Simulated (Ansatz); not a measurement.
## In3Sb: iterations to self-consistency

Computed with DFT PBEsol, scalar-relativistic, plane waves, PAW in Ansatz.

```
In Sb
1.0
     4.83696    0.00000    0.00000
     0.00000    4.83696    0.00000
     0.00000    0.00000    4.83696
In Sb
3 1
Direct
  0.50000 0.50000 0.00000
  0.50000 0.00000 0.50000
  0.00000 0.50000 0.50000
  0.00000 0.00000 0.00000
```

The plane-wave cutoff is 420 eV. The Γ-centred k-mesh is 10×10×10, the occupation rule is Gaussian smearing, 0.1 eV and the spin treatment is unpolarised.

Each run starts from superposed atomic densities and uses the program's default quasi-Newton mixer with a history of 8, at most 120 iterations and the default threshold on the density residual; only the mixing preconditioner differs.

```tsv
mixing preconditioner	iterations	converged	density residual (eV) at iterations 1, 3, 5
none	7	yes	0.38 0.018 4.3e-05
kerker	7	yes	0.38 0.0073 1.5e-05
ldos	7	yes	0.38 0.011 1.9e-05
local-kerker	7	yes	0.38 0.0052 3.3e-06
```

Cost: 4 runs of about 1.6 core-minutes in all, on Intel Xeon Processor @ 2.50GHz (Skylake/Cascade Lake) (shared hosts).